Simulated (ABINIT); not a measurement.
**BN (P6_3mc): G0W0 in ABINIT against the plane-wave cutoff**

Aim: move the plane-wave cutoff of a G0W0 run on BN (P6_3mc) over a wide range.

Main program and level: ABINIT 10.8.3; PBEsol and many-body steps on it, plane waves.

The database entry behind the starting cell has ideal inner coordinates that were not refined, so it need not match the best structure at ambient conditions.

### 1. Starting point

Symmetry: P6_3mc, No. 186, hexagonal system. The conventional cell has a = 2.536 Å, b = 2.536 Å, c = 4.199 Å, α = 90.00°, β = 90.00°, γ = 120.00°. Nearest to B lie 4 N at 1.56 to 1.57 Å. Nearest to N lie 4 B at 1.56 to 1.57 Å. Farther neighbours and most contacts between anions are not listed.

Coordinates:

```cif
data_structure
_symmetry_space_group_name_H-M 'P 1'
_symmetry_Int_Tables_number 1
_cell_length_a 2.5360
_cell_length_b 2.5360
_cell_length_c 4.1990
_cell_angle_alpha 90.000
_cell_angle_beta 90.000
_cell_angle_gamma 120.000
_cell_volume 23.39
loop_
_atom_site_label
_atom_site_type_symbol
_atom_site_fract_x
_atom_site_fract_y
_atom_site_fract_z
_atom_site_occupancy
B1 B 0.66667 0.33333 0.00000 1
B2 B 0.33333 0.66667 0.50000 1
N3 N 0.66667 0.33333 0.37500 1
N4 N 0.33333 0.66667 0.87500 1
```

The cell and positions come from the Crystallography Open Database and are kept as given unless a step says otherwise. This is not the form that BN usually takes at ambient conditions.

### 2. Empty states on the mesh, 3×3×2 mesh, 53 bands

This step: ABINIT 10.8.3; DFT, PBEsol, plane waves, norm-conserving pseudopotentials.

The sums over transitions need many empty states on a uniform mesh; this step solves for them.

run.abi

```
acell 3*1.0 Angstrom
rprim 
  2.536000000002 -0.000000000000 0.000000000000
  -1.268000000000 2.196240423999 0.000000000000
  0.000000000000 0.000000000000 4.199000000000
ntypat 2
znucl 5 7
natom 4
typat 1 1 2 2
xred 
  0.666666666667 0.333333333333 0.000000000000
  0.333333333333 0.666666666667 0.500000000000
  0.666666666667 0.333333333333 0.375000000000
  0.333333333333 0.666666666667 0.875000000000
pp_dirpath "pseudos"
pseudos "B.upf, N.upf"
ecut 36
ngkpt 3 3 2
nshiftk 1
shiftk 0 0 0
kptopt 1
chksymbreak 0
irdden 1
istwfk *1
nband 53
prtvol 0
optdriver 6
gwr_task "HDIAGO"
paral_kgb 0
occopt 1
indata_prefix "in"
outdata_prefix "out"
tmpdata_prefix "tmp"
```

Started as:

```console
$ OMP_NUM_THREADS=1 mpirun -n 4 abinit run.abi > log
```

Numbers of over 12 decimals in the logs are rounded to 6 here.

Log:

```text
.Version 10.8.3 of ABINIT. v10.8.2 released Aug 2026.

 Symmetries : space group P6_3 m c (#186); Bravais hP (primitive hexag.)
[... echo of the input left out ...]
== DATASET  1 ==================================================================
-   mpi_nproc: 4, omp_nthreads: 1 (-1 if OMP is not activated)

--- !DatasetInfo
iteration_state: {dtset: 1, }
dimensions: {natom: 4, nkpt: 6, mband: 53, nsppol: 1, nspinor: 1, nspden: 1, mpw: 1677, }
cutoff_energies: {ecut:  36.0, pawecutdg:  -1.0, }
[...]
Indirect band gap semiconductor
 Fundamental gap:     5.041 (eV)
   VBM:     8.522 (eV) at k: [ 0.0000E+00,  0.0000E+00,  0.0000E+00]
   CBM:    13.563 (eV) at k: [ 3.3333E-01,  3.3333E-01,  0.0000E+00]
 Direct gap:         8.446 (eV) at k: [ 0.0000E+00,  0.0000E+00,  0.0000E+00]

== END DATASET(S) ==============================================================
================================================================================

 -outvars: echo values of variables after computation  --------
           etotal      0.0000000000E+00
            nband          53
             nkpt           6
          spgroup         186
 [... the other variables as echoed above ...]

 Calculation completed.
```

It took 17 s on 4 MPI ranks of Arm Neoverse N1, shared host; peak memory 0.8 GiB.

Numbers from this step:

| Item | Value |
| --- | --- |
| gap | 5.041 eV |
| k of the valence top | 0, 0, 0 |
| k of the conduction bottom | 0.3333, 0.3333, 0 |
| least direct gap | 8.446 eV |
| k points computed | 6 |
| lowest point of the top converged band, above the valence top | 63.4194 eV |

On this mesh the gap is 5.041 eV.

The density comes from a self-consistent run that is not shown.

### 3. Empty states on the mesh, 3×3×2 mesh, 21 bands

Edit run.abi of step 2 so:

```diff
@@ -16,3 +16,3 @@
 pseudos "B.upf, N.upf"
-ecut 36
+ecut 22
 ngkpt 3 3 2
@@ -22,10 +22,10 @@
 chksymbreak 0
+iscf -2
 irdden 1
 istwfk *1
-nband 53
+nband 21
+nbdbuf 4
+tolwfr 1e-09
+nstep 60
 prtvol 0
-optdriver 6
-gwr_task "HDIAGO"
-paral_kgb 0
-occopt 1
 indata_prefix "in"
```

Log:

```text
.Version 10.8.3 of ABINIT. v10.8.2 released Aug 2026.

 Symmetries : space group P6_3 m c (#186); Bravais hP (primitive hexag.)
[... echo of the input left out ...]
== DATASET  1 ==================================================================
-   mpi_nproc: 4, omp_nthreads: 1 (-1 if OMP is not activated)

--- !DatasetInfo
iteration_state: {dtset: 1, }
dimensions: {natom: 4, nkpt: 6, mband: 21, nsppol: 1, nspinor: 1, nspden: 1, mpw: 801, }
cutoff_energies: {ecut:  22.0, pawecutdg:  -1.0, }
[...]
-0.44214   -0.28660   -0.09434    0.23646    0.23646    0.30722    0.31802    0.31802
   0.62746    0.62746    0.63302    0.66958    0.71515    0.75994    0.75994    0.91357
   1.10727    1.11201    1.11201    1.20651    1.26664
 prteigrs : prtvol=0 or 1, do not print more k-points.

== END DATASET(S) ==============================================================
================================================================================

 -outvars: echo values of variables after computation  --------
            nband          21
             nkpt           6
          spgroup         186
 [... the other variables as echoed above ...]

 Calculation completed.
```

Elapsed: 3.2 s, on 4 MPI ranks; peak memory 0.22 GiB.

This step gave:

```
gap                                                           : 4.954 eV
k of the valence top                                          : 0, 0, 0
k of the conduction bottom                                    : 0.3333, 0.3333, 0
least direct gap                                              : 8.420 eV
k points computed                                             : 6
lowest point of the top converged band, above the valence top : 17.49 eV
```

On this mesh the gap is 4.954 eV.

### 4. Empty states on the mesh, 3×3×2 mesh, 21 bands

Edit run.abi of step 3 so:

```diff
@@ -16,3 +16,3 @@
 pseudos "B.upf, N.upf"
-ecut 22
+ecut 29
 ngkpt 3 3 2
```

Log:

```text
.Version 10.8.3 of ABINIT. v10.8.2 released Aug 2026.

 Symmetries : space group P6_3 m c (#186); Bravais hP (primitive hexag.)
[... echo of the input left out ...]
== DATASET  1 ==================================================================
-   mpi_nproc: 4, omp_nthreads: 1 (-1 if OMP is not activated)

--- !DatasetInfo
iteration_state: {dtset: 1, }
dimensions: {natom: 4, nkpt: 6, mband: 21, nsppol: 1, nspinor: 1, nspden: 1, mpw: 1184, }
cutoff_energies: {ecut:  29.0, pawecutdg:  -1.0, }
[...]
-0.44139   -0.28521   -0.09463    0.23460    0.23460    0.30452    0.31383    0.31383
   0.62402    0.62402    0.63007    0.66940    0.71381    0.75472    0.75472    0.90835
   1.10641    1.11124    1.11124    1.20320    1.26322
 prteigrs : prtvol=0 or 1, do not print more k-points.

== END DATASET(S) ==============================================================
================================================================================

 -outvars: echo values of variables after computation  --------
            nband          21
             nkpt           6
          spgroup         186
 [... the other variables as echoed above ...]

 Calculation completed.
```

Elapsed: 3.4 s, on 4 MPI ranks; peak memory 0.22 GiB.

Numbers from this step:

- gap: 5.029 eV
- k of the valence top: 0, 0, 0
- k of the conduction bottom: 0.3333, 0.3333, 0
- least direct gap: 8.441 eV
- k points computed: 6
- lowest point of the top converged band, above the valence top: 17.51 eV

On this mesh the gap is 5.029 eV.

### 5. Empty states on the mesh, 3×3×2 mesh, 21 bands

Edit run.abi of step 4 so:

```diff
@@ -16,3 +16,3 @@
 pseudos "B.upf, N.upf"
-ecut 29
+ecut 45
 ngkpt 3 3 2
```

Log:

```text
.Version 10.8.3 of ABINIT. v10.8.2 released Aug 2026.

 Symmetries : space group P6_3 m c (#186); Bravais hP (primitive hexag.)
[... echo of the input left out ...]
== DATASET  1 ==================================================================
-   mpi_nproc: 4, omp_nthreads: 1 (-1 if OMP is not activated)

--- !DatasetInfo
iteration_state: {dtset: 1, }
dimensions: {natom: 4, nkpt: 6, mband: 21, nsppol: 1, nspinor: 1, nspden: 1, mpw: 2280, }
cutoff_energies: {ecut:  45.0, pawecutdg:  -1.0, }
[...]
-0.44124   -0.28496   -0.09465    0.23440    0.23440    0.30391    0.31319    0.31319
   0.62354    0.62354    0.62965    0.66948    0.71369    0.75412    0.75412    0.90742
   1.10629    1.11112    1.11112    1.20258    1.26157
 prteigrs : prtvol=0 or 1, do not print more k-points.

== END DATASET(S) ==============================================================
================================================================================

 -outvars: echo values of variables after computation  --------
            nband          21
             nkpt           6
          spgroup         186
 [... the other variables as echoed above ...]

 Calculation completed.
```

Run time: 4.6 s. Hardware: 4 MPI ranks; peak memory 0.24 GiB; 18 s of CPU time.

Numbers from this step:

- gap: 5.040 eV
- k of the valence top: 0, 0, 0
- k of the conduction bottom: 0.3333, 0.3333, 0
- least direct gap: 8.445 eV
- k points computed: 6
- lowest point of the top converged band, above the valence top: 17.51 eV

On this mesh the gap is 5.040 eV.

### 6. Screening, 3×3×2 mesh, 17 bands, screening to 106.1 eV

The RPA dielectric matrix is built and inverted for each q.

This step: RPA screening on PBEsol, plane waves, norm-conserving pseudopotentials.

Edit run.abi of step 5 so:

```diff
@@ -16,3 +16,3 @@
 pseudos "B.upf, N.upf"
-ecut 45
+ecut 22
 ngkpt 3 3 2
@@ -22,10 +22,11 @@
 chksymbreak 0
-iscf -2
-irdden 1
 istwfk *1
-nband 21
-nbdbuf 4
-tolwfr 1e-09
-nstep 60
-prtvol 0
+occopt 1
+irdwfk 1
+optdriver 3
+nband 17
+ecuteps 3.9
+inclvkb 2
+awtr 1
+symchi 1
 indata_prefix "in"
```

Log:

```text
.Version 10.8.3 of ABINIT. v10.8.2 released Aug 2026.

 Symmetries : space group P6_3 m c (#186); Bravais hP (primitive hexag.)
[... echo of the input left out ...]
== DATASET  1 ==================================================================
-   mpi_nproc: 4, omp_nthreads: 1 (-1 if OMP is not activated)

--- !DatasetInfo
iteration_state: {dtset: 1, }
dimensions: {natom: 4, nkpt: 6, mband: 17, nsppol: 1, nspinor: 1, nspden: 1, mpw: 801, }
cutoff_energies: {ecut:  22.0, pawecutdg:  -1.0, }
electrons: {nelect:   1.60000000E+01, charge:   0.00000000E+00, occopt:   1.00000000E+00, tsmear:   1.00000000E-02, }

 SCREENING: Calculation of the susceptibility and dielectric matrices

 Based on a program developped by R.W. Godby, V. Olevano, G. Onida, and L. Reining.
 Incorporated in ABINIT by V. Olevano, G.-M. Rignanese, and M. Torrent.
.Using double precision arithmetic ; gwpc =  8

[... cell and pseudopotentials left out ...]
--------------------------------------------------------------------------------

 ==== K-mesh for the wavefunctions ====
 Number of points in the irreducible wedge :     6
[... list of points left out ...]
 Together with 12 symmetry operations and time-reversal symmetry
 yields    18 points in the full Brillouin Zone.

 ==== Q-mesh for the screening function ====
 Number of points in the irreducible wedge :     6
[... list of points left out ...]
 Together with 12 symmetry operations and time-reversal symmetry
 yields    18 points in the full Brillouin Zone.

 setmesh: FFT mesh size selected  =    15x   15x   24
          total number of points  =         5400

 vcoul_init : cutoff-mode = AUXILIARY_FUNCTION
 q-points for optical limit:   1
     1)      0.000010    0.000020    0.000030

- screening: taking advantage of time-reversal symmetry
- Maximum band index for partially occupied states nbvw = 8
- Remaining bands to be divided among processors   nbcw = 9
- Number of bands treated by each node ~2

 Number of electrons calculated from density =   16.0000; Expected =   16.0000
 average of density, n =  0.101379
 r_s =    1.3304
 omega_plasma =   30.7135 [eV]

 calculating chi0 at frequencies [eV] :
  1    0.000000E+00    0.000000E+00
  2    0.000000E+00    3.071353E+01

--------------------------------------------------------------------------------
  q-point number  1        q = ( 0.000000, 0.000000, 0.000000) [r.l.u.]
--------------------------------------------------------------------------------
[... chi0 elements left out ...]
 For q-point:  0.000010 0.000020 0.000030
  dielectric constant =   5.1633
  dielectric constant without local fields =   5.3686

  Average fulfillment of the sum rule on Im[epsilon] for q-point    1 :     24.64  [%]
[... wings left out ...]
  q-point number  2        q = ( 0.333333, 0.000000, 0.000000) [r.l.u.]
--------------------------------------------------------------------------------
[... chi0 elements left out ...]
  Average fulfillment of the sum rule on Im[epsilon] for q-point    2 :     36.45  [%]

 [... 4 further q-points ...]
```

Run time: 2.8 s. Hardware: 4 MPI ranks; peak memory 0.07 GiB.

This step gave:

| Quantity | Value |
| --- | --- |
| ε∞ with local fields, on this mesh, along the program's q direction | 5.163 |
| the same without local fields | 5.369 |
| plasma frequency | 30.71 eV |
| plane waves in the screening matrix | 55 |

Local fields lower ε∞ by 4 %. On a Γ-centred mesh this coarse the value itself is usually too large, while a short band sum pulls it down.

### 7. 22 Ha

This step: G0W0 on PBEsol, plane waves, norm-conserving pseudopotentials.

Edit run.abi of step 6 so:

```diff
@@ -25,8 +25,17 @@
 irdwfk 1
-optdriver 3
+optdriver 4
 nband 17
+gwcalctyp 0
+ecutsigx 22
+symsigma 1
+nkptgw 2
+kptgw 
+  0.0000000000 0.0000000000 0.0000000000
+  0.3333333333 0.3333333333 0.0000000000
+bdgw 
+  7 10
+  7 11
 ecuteps 3.9
-inclvkb 2
-awtr 1
-symchi 1
+irdscr 1
+ppmodel 1
 indata_prefix "in"
```

Log:

```text
.Version 10.8.3 of ABINIT. v10.8.2 released Aug 2026.

 Symmetries : space group P6_3 m c (#186); Bravais hP (primitive hexag.)
[... echo of the input left out ...]
== DATASET  1 ==================================================================
-   mpi_nproc: 4, omp_nthreads: 1 (-1 if OMP is not activated)

--- !DatasetInfo
iteration_state: {dtset: 1, }
dimensions: {natom: 4, nkpt: 6, mband: 17, nsppol: 1, nspinor: 1, nspden: 1, mpw: 801, }
cutoff_energies: {ecut:  22.0, pawecutdg:  -1.0, }
electrons: {nelect:   1.60000000E+01, charge:   0.00000000E+00, occopt:   1.00000000E+00, tsmear:   1.00000000E-02, }

 SIGMA: Calculation of the GW corrections

 Based on a program developped by R.W. Godby, V. Olevano, G. Onida, and L. Reining.
 Incorporated in ABINIT by V. Olevano, G.-M. Rignanese, and M. Torrent.
.Using double precision arithmetic ; gwpc =  8

[... cell and pseudopotentials left out ...]
--------------------------------------------------------------------------------

 ==== K-mesh for the wavefunctions ====
 Number of points in the irreducible wedge :     6
[... list of points left out ...]
 Together with 12 symmetry operations and time-reversal symmetry
 yields    18 points in the full Brillouin Zone.

 ==== Q-mesh for screening function ====
 Number of points in the irreducible wedge :     6
[... list of points left out ...]
 Together with 12 symmetry operations and time-reversal symmetry
 yields    18 points in the full Brillouin Zone.

 vcoul_init : cutoff-mode = AUXILIARY_FUNCTION
 q-points for optical limit:   1
     1)      0.000010    0.000020    0.000030
 setmesh: FFT mesh size selected  =    18x   18x   36
          total number of points  =        11664

 Number of electrons calculated from density =   16.0000; Expected =   16.0000
 average of density, n =  0.101379
 r_s =    1.3304
 omega_plasma =   30.7135 [eV]

 === KS Band Gaps ===
  >>>> For spin  1
   Minimum direct gap =   8.4203 [eV], located at k-point      :   0.0000  0.0000  0.0000
   Fundamental gap    =   4.9539 [eV], Top of valence bands at :   0.0000  0.0000  0.0000
                                       Bottom of conduction at :   0.3333  0.3333  0.0000
 SIGMA fundamental parameters:
 PLASMON POLE MODEL  1
 number of plane-waves for SigmaX                  761
 number of plane-waves for SigmaC and W             55
 number of plane-waves for wavefunctions           761
 number of bands                                    17
 number of independent spin polarizations            1
 number of spinorial components                      1
 number of k-points in IBZ                           6
 number of q-points in IBZ                           6
 number of symmetry operations                      12
 number of k-points in BZ                           18
 number of q-points in BZ                           18
 number of frequencies for dSigma/dE                 9
 frequency step for dSigma/dE [eV]                0.25
 number of omega for Sigma on real axis              0
 max omega for Sigma on real axis  [eV]           0.00
 zcut for avoiding poles [eV]                     0.10

 EPSILON^-1 parameters (SCR file):
 dimension of the eps^-1 matrix on file             55
 dimension of the eps^-1 matrix used                55
 number of plane-waves for wavefunctions           761
 number of bands                                    17
 number of q-points in IBZ                           6
 number of frequencies                               2
 number of real frequencies                          1
 number of imag frequencies                          1

 matrix elements of self-energy operator (all in [eV])

 Perturbative Calculation

--- !SelfEnergy_ee
iteration_state: {dtset: 1, }
kpoint     : [   0.000,    0.000,    0.000, ]
spin       : 1
KS_gap     :    8.420
QP_gap     :   10.940
Delta_QP_KS:    2.520
data: !SigmaeeData |
     Band     E0 <VxcDFT>   SigX SigC(E0)      Z dSigC/dE  Sig(E)    E-E0       E
        7   8.654 -18.472 -22.149   4.144   0.838  -0.194 -18.081   0.391   9.044
        8   8.654 -18.472 -22.149   4.144   0.838  -0.194 -18.081   0.391   9.044
        9  17.074 -13.574  -6.757  -3.428   0.859  -0.164 -10.663   2.910  19.984
       10  17.074 -13.574  -6.757  -3.428   0.859  -0.164 -10.663   2.910  19.984

--- !SelfEnergy_ee
iteration_state: {dtset: 1, }
kpoint     : [   0.333,    0.333,    0.000, ]
spin       : 1
KS_gap     :   10.546
QP_gap     :   13.065
Delta_QP_KS:    2.518
data: !SigmaeeData |
     Band     E0 <VxcDFT>   SigX SigC(E0)      Z dSigC/dE  Sig(E)    E-E0       E
        7   3.061 -16.089 -20.989   4.612   0.820  -0.219 -16.325  -0.236   2.825
        8   3.061 -16.089 -20.989   4.612   0.820  -0.219 -16.325  -0.236   2.825
        9  13.608 -12.041  -6.370  -3.048   0.871  -0.149  -9.758   2.283  15.890
       10  22.204 -15.714  -7.492  -4.220   0.829  -0.206 -12.395   3.319  25.523
       11  22.204 -15.714  -7.492  -4.220   0.829  -0.206 -12.395   3.319  25.523

== END DATASET(S) ==============================================================
================================================================================

 -outvars: echo values of variables after computation  --------
           etotal      0.0000000000E+00
            nband          17
             nkpt           6
          spgroup         186
 [... the other variables as echoed above ...]

 Calculation completed.
```

The job ended after 2.8 s (4 MPI ranks; peak memory 0.07 GiB; 11 s of CPU time).

This step gave:

```yaml
g0w0_gap_on_the_points_computed: 6.846 eV
starting_gap_on_the_mesh: 4.954 eV
k_of_the_valence_top: 0, 0, 0
k_of_the_conduction_bottom: 0.3333, 0.3333, 0
z_at_the_valence_top: 0.838
z_at_the_conduction_bottom: 0.871
least_direct_g0w0_gap_on_the_computed_points: 10.94 eV
```

[end of part 1 of 2]

[Paths, hosts, dates, memory and timing lines, banners, echoed tables and standing remarks are left out of the program output.]

[Logs are printed without paths, hosts, clocks, repeated set-up lines and the standing remarks that a program may print on its own settings, such as how far it seeks lower states.]

[Runs of the session that timed out or met a known fault of the program may be left out.]

[Hosts, paths, dates, database ids (printed as entryN), source tags and the programs' standing remarks are cut or masked in the printed files.]

[G0W0 gaps are taken among the corrected bands and points alone; a level outside them can change the order at an edge.]

[Where Ansatz stands beside ABINIT at settings called matched, ABINIT's density can come from a denser mesh and the files from another edition; pairs whose starting gaps differed by over 0.03 eV were left out, so agreement reads better than it is.]
